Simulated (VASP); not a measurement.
# Ca: response to an epitaxial strain

Ca, Ibam (no. 72), 8 atoms in the cell. PBE, relaxations at fixed in-plane lattice; PAW potentials Ca_sv (PBE set).

## Input

INCAR.step1:
```
PREC = Accurate ; ENCUT = 350
EDIFF = 1E-7 ; ISMEAR = 1
SIGMA = 0.1 ; LREAL = F
LASPH = T ; NELM = 100
ALGO = Normal ; LWAVE = F
LCHARG = F ; IBRION = 2
NSW = 40 ; ISIF = 3
EDIFFG = -0.01 ; POTIM = 0.5
KPAR = 8
```

INCAR.step2, as INCAR.step1 but for:
```
+ LATTICE_CONSTRAINTS = .FALSE. .FALSE. .TRUE.
```

KPOINTS:
```
k-points
0
Gamma
  4 4 4
```

POSCAR.step1:
```
Ca
1.0
    7.4455455800      0.0000000000      0.0000000000
    0.0000000000      7.4555292300      0.0000000000
    0.0000000000      0.0000000000      6.6602862300
Ca
8
Direct
    0.1708298800      0.3295774700      0.0000000000
    0.3291701200      0.1704225300      0.5000000000
    0.8291701200      0.3295774700      0.5000000000
    0.6708298800      0.1704225300      0.0000000000
    0.6708298800      0.8295774700      0.5000000000
    0.8291701200      0.6704225300      0.0000000000
    0.3291701200      0.8295774700      0.0000000000
    0.1708298800      0.6704225300      0.5000000000
```

POSCAR.step2:
```
Ca
1.0
    7.3794391757      0.0000000000      0.0000000000
    0.0000000000      7.3918160287      0.0000000000
    0.0000000000      0.0000000000      6.6155133598
Ca
8
Direct
    0.1707544326      0.3297391736      0.0000000000
    0.3292455674      0.1702608264      0.5000000000
    0.8292455674      0.3297391736      0.5000000000
    0.6707544326      0.1702608264      0.0000000000
    0.6707544326      0.8297391736      0.5000000000
    0.8292455674      0.6702608264      0.0000000000
    0.3292455674      0.8297391736      0.0000000000
    0.1707544326      0.6702608264      0.5000000000
```

POSCAR.step3:
```
Ca
1.0
    7.2318503922      0.0000000000      0.0000000000
    0.0000000000      7.2439797081      0.0000000000
    0.0000000000      0.0000000000      6.6155133598
Ca
8
Direct
    0.1707544326      0.3297391736      0.0000000000
    0.3292455674      0.1702608264      0.5000000000
    0.8292455674      0.3297391736      0.5000000000
    0.6707544326      0.1702608264      0.0000000000
    0.6707544326      0.8297391736      0.5000000000
    0.8292455674      0.6702608264      0.0000000000
    0.3292455674      0.8297391736      0.0000000000
    0.1707544326      0.6702608264      0.5000000000
```

POSCAR.step4:
```
Ca
1.0
    7.3056447840      0.0000000000      0.0000000000
    0.0000000000      7.3178978684      0.0000000000
    0.0000000000      0.0000000000      6.6155133598
Ca
8
Direct
    0.1707544326      0.3297391736      0.0000000000
    0.3292455674      0.1702608264      0.5000000000
    0.8292455674      0.3297391736      0.5000000000
    0.6707544326      0.1702608264      0.0000000000
    0.6707544326      0.8297391736      0.5000000000
    0.8292455674      0.6702608264      0.0000000000
    0.3292455674      0.8297391736      0.0000000000
    0.1707544326      0.6702608264      0.5000000000
```

POSCAR.step5:
```
Ca
1.0
    7.4532335675      0.0000000000      0.0000000000
    0.0000000000      7.4657341890      0.0000000000
    0.0000000000      0.0000000000      6.6155133598
Ca
8
Direct
    0.1707544326      0.3297391736      0.0000000000
    0.3292455674      0.1702608264      0.5000000000
    0.8292455674      0.3297391736      0.5000000000
    0.6707544326      0.1702608264      0.0000000000
    0.6707544326      0.8297391736      0.5000000000
    0.8292455674      0.6702608264      0.0000000000
    0.3292455674      0.8297391736      0.0000000000
    0.1707544326      0.6702608264      0.5000000000
```

POSCAR.step6:
```
Ca
1.0
    7.5270279592      0.0000000000      0.0000000000
    0.0000000000      7.5396523492      0.0000000000
    0.0000000000      0.0000000000      6.6155133598
Ca
8
Direct
    0.1707544326      0.3297391736      0.0000000000
    0.3292455674      0.1702608264      0.5000000000
    0.8292455674      0.3297391736      0.5000000000
    0.6707544326      0.1702608264      0.0000000000
    0.6707544326      0.8297391736      0.5000000000
    0.8292455674      0.6702608264      0.0000000000
    0.3292455674      0.8297391736      0.0000000000
    0.1707544326      0.6702608264      0.5000000000
```

Commands (each step's output is kept before the next begins):
```
cat potpaw_PBE.64/Ca_sv/POTCAR > POTCAR
cp INCAR.step1 INCAR
cp POSCAR.step1 POSCAR
mpirun -np 8 vasp_std > vasp.out
# POSCAR: the relaxed cell with a and b scaled by 1
cp INCAR.step2 INCAR
cp POSCAR.step2 POSCAR
mpirun -np 8 vasp_std > vasp.out
# POSCAR: the relaxed cell with a and b scaled by 0.98
cp POSCAR.step3 POSCAR
mpirun -np 8 vasp_std > vasp.out
# POSCAR: the relaxed cell with a and b scaled by 0.99
cp POSCAR.step4 POSCAR
mpirun -np 8 vasp_std > vasp.out
# POSCAR: the relaxed cell with a and b scaled by 1.01
cp POSCAR.step5 POSCAR
mpirun -np 8 vasp_std > vasp.out
# POSCAR: the relaxed cell with a and b scaled by 1.02
cp POSCAR.step6 POSCAR
mpirun -np 8 vasp_std > vasp.out
```

## Result

- d ln c / d ln a, c relaxed at each in-plane lattice: -0.28
- Biaxial modulus (GPa): 30

Cells held at set in-plane strains, c relaxed:

| In-plane strain (%) | c (Å) | In-plane stress (GPa, compression positive) | Energy (meV/atom) |
|---|---|---|---|
| -2.0 | 6.6523 | 0.60 | 4.3 |
| -1.0 | 6.6430 | 0.28 | 1.3 |
| 0.0 | 6.6155 | -0.01 | 0.0 |
| 1.0 | 6.5967 | -0.32 | 0.3 |
| 2.0 | 6.5839 | -0.59 | 2.3 |

Limits: a metal's c can move with the k mesh, which wasn't varied here.

VASP 6.6.1 took 956 s on 8 cores (Intel Xeon Platinum 8488C (Sapphire Rapids)), a shared host.
